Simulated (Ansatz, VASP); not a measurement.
## One calculation of InAs, two programs

File INCAR:

```
  PREC = Accurate
  ENCUT = 520
  EDIFF = 1E-7
  ISMEAR = -1
  SIGMA = 0.02
  LREAL = False
  LASPH = True
  NELM = 100
  ALGO = Normal
  ISIF = 2
  LWAVE = False
  LCHARG = False
  GGA = PE
  NBANDS = 16
```

Contents of KPOINTS:

```
regular mesh
0
Gamma
  6 6 6
```

POSCAR

```
InAs
1.0
    0.0000000000      2.8414336054      2.8414336054
    2.8414336054      0.0000000000      2.8414336054
    2.8414336054      2.8414336054      0.0000000000
In As
1 1
Direct
    0.0000000000      0.0000000000      0.0000000000
    0.5000000000      0.5000000000      0.5000000000
```

Input for Ansatz:

```yaml
crystal:
  lattice:
    - [0.0, 2.8414336054, 2.8414336054]
    - [2.8414336054, 0.0, 2.8414336054]
    - [2.8414336054, 2.8414336054, 0.0]
  atoms:
    - { symbol: In, position: [0.0, 0.0, 0.0] }
    - { symbol: As, position: [0.5, 0.5, 0.5] }
kpoints:
  mp_grid: { grid: [6, 6, 6] }
hamiltonian:
  xc: pbe
scf:
  occupations: { method: fermi_dirac, width: 0.02 }
  n_extra_bands: 4
output:
  forces: true
  stress: true
  eigenvalues: true
  write_density: true
  write_potential: true
  elf: true
  volumetric_format: npy
```

The cell was built by a generator and needn't be a form met in nature.

Alike in both runs: task single point; functional PBE; k mesh 6 × 6 × 6; occupations fermi-dirac, width 0.02 eV; no spin polarisation.

|  | VASP | Ansatz |
| --- | --- | --- |
| version | VASP 6.6.1 | Ansatz 0.2.0 |
| potentials or method | VASP PAW PBE potentials, release 64 (In_d, As) | plane waves, PAW |
| plane-wave cutoff (eV) | 520 | 420 |
| valence electrons in the cell | 18 | 28 |

|  | VASP | Ansatz | Ansatz less VASP |
| --- | --- | --- | --- |
| pressure (GPa) | 2.5 | 2.5 | -0.07 |

With one functional, cell and mesh, what is left measures potentials, basis and numerics. The two sets of potentials don't hold the same shells in valence.
